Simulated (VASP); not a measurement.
Mo, 1 atom in the cell. Symmetry: Im-3m, No. 229, cubic system. Conventional cell: a = 3.162 Å, b = 3.162 Å, c = 3.162 Å, α = 90.00°, β = 90.00°, γ = 90.00°. Around Mo (site symmetry m-3m) lie 8 Mo at 2.74 Å.  The cell isn't the ideal one: a relaxed cell with its volume scaled by 1.03.

| Quantity | Value |
| --- | --- |
| Program | VASP 6.6.1 |
| Task | single point |
| Functional | PBEsol |
| Potentials or basis | VASP PAW PBE potentials, release 64 (Mo_sv) |
| Cutoff | 520 eV |
| k mesh | 18 × 18 × 18 |
| Occupations | gaussian, width 0.1 eV |
| Spin | no spin polarisation |
| Further INCAR settings | ALGO = Fast; EDIFF = 1e-07; NBANDS = 13 |

Potentials or basis: VASP PAW PBE potentials, release 64 (Mo_sv).

Run with:

```bash
$ cat potpaw_PBE.64/Mo_sv/POTCAR > POTCAR
$ mpirun -np 1 vasp_std > vasp.out
```

Hardware: 1 thread of Intel(R) Xeon(R) 6975P-C (Granite Rapids), with other jobs on the host.

Q: Estimate the wall time of this run.

A: Wall time 12 s on 1 thread of Intel(R) Xeon(R) 6975P-C (Granite Rapids), with other jobs on the host, peak memory 0.15 GiB. Counts: scf iterations 13, k points 195.
